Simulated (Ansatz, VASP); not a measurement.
## One calculation of HfO2, two programs

```
Hf O
1.0
     0.00000    2.55750    2.55750
     2.55750    0.00000    2.55750
     2.55750    2.55750    0.00000
Hf O
1 2
Direct
  0.00000 0.00000 0.00000
  0.25000 0.25000 0.25000
  0.75000 0.75000 0.75000
```

Measurements of this composition are mostly on another form, of space group No. 14.

Alike in both runs: task single point; functional PBE; k mesh 6 × 6 × 6; occupations gaussian, width 0.1 eV; no spin polarisation.

|  | VASP | Ansatz |
| --- | --- | --- |
| version | VASP 6.6.1 | Ansatz 0.2.0 |
| potentials or method | VASP PAW PBE potentials, release 64 (Hf_pv, O) | scalar-relativistic, plane waves, PAW |
| plane-wave cutoff (eV) | 520 | 420 |
| valence electrons in the cell | 22 | 38 |

```tsv
	VASP	Ansatz	Ansatz less VASP
gap on the k mesh at the Fermi level (eV)	3.73	3.72	-0.009
least direct gap on the mesh (eV)	3.73	3.72	-0.009
pressure (GPa)	-6.0	-2.5	+3.54
```

The functional is the same, so the differences come from potentials, cutoffs and numerics. The two sets of potentials don't hold the same shells in valence.

Caveats: spin-orbit coupling is left out, which moves the levels of the heavy elements. A k mesh can miss the band edges.
